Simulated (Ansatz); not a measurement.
# NbP (I4_1md) in Ansatz: phonons with LDA

Aim: the phonons of NbP with LDA.

Program: Ansatz 0.2.0. These are calculated values, not measurements. Logs are shortened: lines on timing, memory, paths and dates and some standing lists are left out, and cuts for length are marked.

### Step 1. The crystal as given

Symmetry: I4_1md, No. 109, tetragonal system. The conventional cell has a = 3.350 Å, b = 3.350 Å, c = 11.480 Å, α = 90.00°, β = 90.00°, γ = 90.00°. Around Nb (site symmetry 2mm) lie 6 P at 2.55 Å. P (site symmetry 2mm) has 6 Nb at 2.55 Å as nearest neighbours.

The cell is a database's computed one.

### Step 2. Phonons, LDA

input.yaml

```yaml
crystal:
  lattice:
    - [-1.6749232544, 1.6749232544, 5.7401081759]
    - [1.6749232544, -1.6749232544, 5.7401081759]
    - [1.6749232544, 1.6749232544, -5.7401081759]
  atoms:
    - { symbol: Nb, position: [0.2498808, 0.7498808, 0.5] }
    - { symbol: Nb, position: [0.4998808, 0.4998808, 0.0] }
    - { symbol: P, position: [0.83274777, 0.33274777, 0.5] }
    - { symbol: P, position: [0.08274777, 0.08274777, 0.0] }
hamiltonian:
  xc: lda
  pseudopotentials: { kind: paw }
kpoints:
  mp_grid: { grid: [8, 8, 8] }
scf:
  occupations: { method: fermi_dirac, width: 0.05 }
phonons:
  method: dfpt
```

Potentials or basis: Ansatz PAW.

The run is started by

```sh
> ansatz run input.yaml --threads 2 --pin off --max-ram 5632MiB --backend cpu --events-out ev --progress --plain --runs-dir out
```

The program printed:

```text
Warning: RAYON_NUM_THREADS=2 ignored (pool sized by the plan → 2); use --threads N
zone centre: on kpoints.mp_grid the ground state, and the responses unless they are solved on pairs of k-points, stand on 95 of the mesh's 512 k-points, reduced under 4 symmetry operations, with k and −k counted as one. Each operation leaves every solved displacement unchanged or reverses it
Engine: ansatz 0.2.0, x86_64-unknown-linux-gnu
Pseudopotentials: kind: paw
Pseudopotential: Nb, paw, valence charge 13, recommended cutoff 420 eV (normal), Nb.paw.azcp
Pseudopotential: P, paw, valence charge 5, recommended cutoff 420 eV (normal), P.paw.azcp
Functional definition: SPW92
  exchange = slater_x
  correlation = pw_c
Crystal: 4 atoms, lattice volume = 64.412 Å³
Basis set: ecut = 420 eV, 1231 PW (Γ), exchange–correlation on 96×96×96 points (8 copies of the dense FFT grid, shifted against one another)
Bands: 22, of which v1, the nominal top of the filled ones, is band 18 counted from 1 (17 counted from 0)
Symmetry: 8 space group operations
k-points: 95 of 512 (irreducible under 4 space group operations, time reversal used)
Non-local potential: Nb, projectors of the file, l = 0: 3, l = 1: 2, l = 2: 2, l = 3: 1
Non-local potential: P, projectors of the file, l = 0: 2, l = 1: 2, l = 2: 2
PAW form: soft (Blöchl's): semilocal exchange-correlation on the pseudo side does not see the compensation charge
PAW frozen core: Nb, regenerated for the run's functional, and the local potential with it (the file was generated under x = pbe(κ = 0.804, μ = 0.2195149727645171), c = pbe(β = 0.06672455060314922))
PAW frozen core: P, regenerated for the run's functional, and the local potential with it (the file was generated under x = pbe(κ = 0.804, μ = 0.2195149727645171), c = pbe(β = 0.06672455060314922))
PAW one-centre angular grid: Nb, 590 points (default); XC on 64 Gauss nodes
PAW one-centre angular grid: P, 110 points (default); XC on 64 Gauss nodes
Initial density: superposition of atomic densities (neutral atoms: chi_scale 0, normalization atom), corrected by the library's trained network
Initial wavefunctions: pseudopotential atomic-orbital guess
Functional: x = slater, c = lda
SCF iter   1: F=—  HF=-10341.486321 eV  |F-HF|=—  |Δ(HF+E_count)|=         —  Δρ=9.81e-3  dr2=3.15e-2  ethr=1.77e-3  ⟨swp⟩=6.0  Hψ=10538  notcnv=0
preconditioner: auto → Kerker (q_TF=auto, 2.476 Å⁻¹)  [metal: Δε(μ)=0.038 eV  Ē_g=6.467 eV  σ=0.050 eV  W_gap=0.19  n_scr=12 (ndim 8)  ℏωp=20.7 eV  f_vac=0.000  D(μ)=0.89/eV (n_scr^D=2)]
SCF iter   2: F=—  HF=-10341.481118 eV  |F-HF|=—  |Δ(HF+E_count)|=   5.20e-3  Δρ=5.39e-3  dr2=9.06e-3  ethr=8.76e-5  ⟨swp⟩=1.3  Hψ=2894  notcnv=0
SCF iter   3: F=—  HF=-10341.479337 eV  |F-HF|=—  |Δ(HF+E_count)|=   1.78e-3  Δρ=6.98e-4  dr2=3.19e-4  ethr=2.52e-5  ⟨swp⟩=2.6  Hψ=3003  notcnv=0
SCF iter   4: F=—  HF=-10341.479252 eV  |F-HF|=—  |Δ(HF+E_count)|=   8.55e-5  Δρ=1.49e-4  dr2=1.56e-5  ethr=8.85e-7  ⟨swp⟩=2.4  Hψ=2998  notcnv=0
SCF iter   5: F=—  HF=-10341.479247 eV  |F-HF|=—  |Δ(HF+E_count)|=   4.28e-6  Δρ=2.65e-5  dr2=4.35e-7  ethr=4.32e-8  ⟨swp⟩=2.2  Hψ=3012  notcnv=0
SCF iter   6: F=—  HF=-10341.479227 eV  |F-HF|=—  |Δ(HF+E_count)|=   2.09e-5  Δρ=4.40e-6  dr2=1.11e-8  ethr=1.21e-9  ⟨swp⟩=2.4  Hψ=3361  notcnv=0
SCF iter   7: F=—  HF=-10341.479227 eV  |F-HF|=—  |Δ(HF+E_count)|=  8.15e-10  Δρ=8.84e-7  dr2=4.92e-10  ethr=3.07e-11  ⟨swp⟩=2.5  Hψ=3611  notcnv=0
SCF iter   8: F=—  HF=-10341.479227 eV  |F-HF|=—  |Δ(HF+E_count)|=  5.46e-11  Δρ=1.70e-7  dr2=2.59e-11  ethr=1.37e-12  ⟨swp⟩=2.0  Hψ=2935  notcnv=0
SCF iter   9: F=-10341.479227 eV  HF=-10341.479227 eV  |F-HF|=0.00e0  |Δ(HF+E_count)|=  3.64e-12  Δρ=3.27e-8  dr2=8.46e-13  ethr=1.00e-12  ⟨swp⟩=5.0  Hψ=8602  notcnv=0
SCF 1 converged in 9 iterations: F = -10341.479227 eV  dr2 = 8.46e-13
DFPT response loops at Γ: preconditioner auto → Kerker (q_TF=auto, 2.476 Å⁻¹) (partly filled bands, converged f_vac=0.000); β = 1.00, the filter's whole step (`scf.mixing.beta` (0.50) is not read by the response loops under this deck's `scf.mixing.preconditioner`; to damp them name `kerker` or `kerker_dos`, under which they read `scf.mixing.beta`, and type it under 1.00, their step now; both keys bind the ground state too); Broyden in place of MSR1
SCF converged after 9 iterations
Free energy (F): -10341.479227 eV
Harris-Foulkes:  -10341.479227 eV  (|F-HF|=0.00e0)
Internal energy: -10341.471415 eV  (E = F + TS)
E sigma→0 (E₀):  -10341.475321 eV
Entropy (-TS):   -0.007811 eV (-1.953 meV/atom)
Fermi energy:    14.586965 eV
--- Per-component energies (eV) ---
  E_band       = -154.527449
  E_kinetic    = 934.286990
  E_local      = -1742.186059  (includes V_loc(G=0)·N_el)
  E_nonlocal   = 316.796639
  E_hartree    = 562.457983
  E_xc         = -474.237714
  E_vxc        = -550.961886  (∫ρ·V_xc dr)
  E_paw        = -7009.821769  (= ΣΔE_a)
  E_vpaw       = -237.379102  (= ΣTr[D̂ρ^β])
  E_aug_tail   = 0.000020  (compensation charges beyond the density's cutoff)
  E_ewald      = -2929.853596
  E_core_change = 1.086092  (= ΣΔE_core)
  E_smearing   = -0.007811  (= −TS)
  E_closure    = -0.000000  (closes the sum)
  Σ components = -10341.479227   (vs F -10341.479227, Δ=0.00e0)
--- Band table (eV; the first three rows and the last of 95) ---
  k-point 0: bands = ["-40.1813", "-40.1442", "-16.5090", "-16.3125", "-16.3125", "-16.1650", "-16.1650", "-16.1243", "1.9416", "4.3425", "8.4699", "11.5846", "12.3835", "12.3835", "12.4655", "12.8767", "13.2575", "13.2575", "15.4189", "16.1799", "17.2285", "17.7284"]
  k-point 1: bands = ["-40.1748", "-40.1406", "-16.4888", "-16.3538", "-16.3429", "-16.2058", "-16.1959", "-16.1215", "2.3510", "4.4637", "8.7128", "11.0136", "11.8603", "12.0669", "12.1245", "12.7936", "13.4983", "13.6028", "14.9545", "15.3462", "17.0845", "17.3779"]
  k-point 2: bands = ["-40.1586", "-40.1326", "-16.4711", "-16.4457", "-16.3820", "-16.2878", "-16.2631", "-16.1333", "3.3304", "4.6208", "9.4200", "9.8073", "10.5806", "11.4280", "11.5018", "12.6496", "13.9040", "13.9980", "14.7351", "15.7578", "16.4997", "17.8764"]
  k-point 94: bands = ["-40.1628", "-40.1628", "-16.3204", "-16.3204", "-16.3199", "-16.3199", "-16.1568", "-16.1568", "2.9201", "2.9201", "10.5966", "10.5966", "11.9111", "11.9111", "11.9341", "11.9341", "14.1051", "14.1051", "15.7746", "15.7746", "16.8756", "16.8756"]
--- Phonons (Γ-DFPT): 6 representative perturbations + reference, on 95 of 512 k-points (Σ response iterations 18) ---
  k mesh reduced under 4 symmetry operations, with k and −k counted as one. Each operation leaves every solved displacement unchanged or reverses it
  ASR residual: 2.071e-4 → 0.000e0 eV/Å²; symmetrization residual: 3.566e-6 eV/Å²
  ASR residual per site (eV/Å²): 2.07e-4 2.07e-4 1.76e-5 1.76e-5
  Γ frequencies (cm⁻¹): 0.00 0.00 0.00 177.84 177.84 236.87 308.40 308.40 328.39 328.39 355.40 372.55
  non-analytic LO–TO correction: not included (Born effective charges unavailable; polar crystals: no LO–TO splitting at Γ)
```

It took 58 s on 2 threads of AMD EPYC 7R13 (Zen 3), shared host; peak memory 0.81 GiB.

What came out:

```
Free energy                   : -10341.4792 eV
Band gap on the k mesh        : none (metal or under the smearing width)
Highest phonon frequency at Γ : 373 cm⁻¹
```

Levels at points of the mesh, in eV from the Fermi level:
```
              k point  band 15  band 16  band 17  band 18  band 19  band 20  band 21  band 22
   (0.00, 0.00, 0.00)    -2.12    -1.71    -1.33    -1.33     0.83     1.59     2.64     3.14
  (0.00, 0.00, -0.50)    -2.81    -2.81    -0.41    -0.41     2.95     2.95     3.05     3.05
  (0.00, -0.50, 0.00)    -2.28    -1.84    -1.50    -0.11     0.07     1.30     2.43     2.62
 (0.00, -0.50, -0.50)    -2.28    -1.84    -1.50    -0.11     0.07     1.30     2.43     2.62
(-0.50, -0.50, -0.50)    -2.65    -2.65    -0.48    -0.48     1.19     1.19     2.29     2.29
```

Phonon frequencies in cm⁻¹ (negative: imaginary):
```
              q point                                frequencies
(0.000, 0.000, 0.000)  0 0 0 178 178 237 308 308 328 328 355 373
```

Caveat: the PAW data sets come from PBE, with cores solved anew for the run's functional, which leaves a small shift of forces and pressure.
